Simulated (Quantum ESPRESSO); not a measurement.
# Au under changes of volume

One of the cells (16.855 Å³/atom); the others are scaled copies at fixed shape and fractional positions:

```xyz
1
Lattice="0.0000 2.0350 2.0350 2.0350 0.0000 2.0350 2.0350 2.0350 0.0000" Properties=species:S:1:pos:R:3 pbc="T T T"
Au    0.0000    0.0000    0.0000
```

```yaml
Program: Quantum ESPRESSO 7.5
Functional: r2SCAN
Potentials_or_basis: SG15 PBE 1.2
Cutoff: 952 eV
Density_cutoff: 3810 eV
k_mesh: 8 × 8 × 8
Occupations: fermi-dirac, width 0.05 eV
Spin: no spin polarisation
```

| volume (Å³/atom) | energy over the lowest point (meV/atom) | pressure (GPa) |
| --- | --- | --- |
| 15.843 | ? | ? |
| 16.181 | 65.06 | 16.3 |
| 16.518 | 35.67 | 11.5 |
| 16.855 | 15.79 | 7.3 |
| 17.192 | 4.23 | 3.6 |
| 17.529 | 0.00 | 0.3 |
| 17.866 | 2.20 | -2.5 |

What does the run at 15.843 Å³/atom give?

Energy over the lowest point 105.21 meV/atom; pressure 21.8 GPa.

Worked out: A Birch-Murnaghan fit of order 3 (a polynomial in V^(-2/3)) to the other rows has its minimum at 17.58 Å³/atom with B0 = V·E''(V) = 156 GPa and B' = 5.8. It gives 105.39 meV/atom at 15.843 Å³/atom, against the run's 105.21, and -dE/dV = 21.9 GPa, against 21.8.

Energies are extrapolated to zero smearing.

Caveats: the potentials were made for another functional, which shifts forces and pressure.
